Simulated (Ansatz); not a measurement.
Runs of Ansatz 0.2.0 on Nb. The structure is cubic, space group Fm-3m (No. 225). The conventional cell has a = 4.230 Å, b = 4.230 Å, c = 4.230 Å, α = 90.00°, β = 90.00°, γ = 90.00°. Nb (site symmetry m-3m) has 12 Nb at 2.99 Å as nearest neighbours. This isn't the form of Nb at room conditions, which is bcc.

```tsv
task	level	potentials or basis	spin	cell	k mesh	cutoff (eV)	smearing	basis error allowed	pressure (GPa)	V0 of scaled cells (Å³/atom)	B0 (GPa)
density of states	PBEsol+D4	all-electron LAPW, scalar-relativistic	off	as given	11 × 11 × 11	200	fermi-dirac 0.05 eV	0.001 eV/atom	-8.9	-	-
band structure	PBEsol	all-electron LAPW, inner shells corrected to Dirac's equation	off	as given	11 × 11 × 11	200	fermi-dirac 0.05 eV	0.001 eV/atom	-7.4	-	-
equation of state	PBEsol	all-electron LAPW, scalar-relativistic	off	as given	11 × 11 × 11	-	fermi-dirac 0.05 eV	0.001 eV/atom	-	18.08	178
equation of state	PBEsol	all-electron LAPW, scalar-relativistic	off	as given	11 × 11 × 11	-	fermi-dirac 0.05 eV	0.0005 eV/atom	-	18.08	178
band structure	PBEsol	all-electron LAPW, non-relativistic	off	as given	11 × 11 × 11	201	fermi-dirac 0.05 eV	0.001 eV/atom	(a)	-	-
band structure	PBEsol	all-electron PAW datasets made for the crystal	off	as given	11 × 11 × 11	240	fermi-dirac 0.05 eV	-	-7.4	-	-
band structure	LDA	all-electron LAPW, scalar-relativistic	off	the cell as VASP's run set it	11 × 11 × 11	200	fermi-dirac 0.02 eV	0.001 eV/atom	-11.1	-	-
band structure	LDA	all-electron LAPW, scalar-relativistic	off	as given	11 × 11 × 11	200	fermi-dirac 0.05 eV	0.001 eV/atom	-11.0	-	-
band structure	PBEsol	all-electron LAPW, scalar-relativistic	off	as given	11 × 11 × 11	200	fermi-dirac 0.05 eV	0.001 eV/atom	-7.4	-	-
band structure	PBEsol	all-electron LAPW, relativistic spinors	SOC, no magnetisation	as given	8 × 8 × 8	205	fermi-dirac 0.05 eV	0.001 eV/atom	-7.3	-	-
band structure	PBEsol	all-electron LAPW, scalar-relativistic	off	as given	8 × 8 × 8	200	fermi-dirac 0.05 eV	0.001 eV/atom	-7.3	-	-
```

Problem. Estimate the missing entries.

Solution. (a) -6.4.

Caveats: the k mesh is thin for a metal, which can move the energy by tens of meV per atom (some runs); pairwise dispersion overbinds metals, which lowers pressure and volume (some runs); relativity is left out, which matters for the heavier elements (some runs).

Not every run made on this cell is shown here.
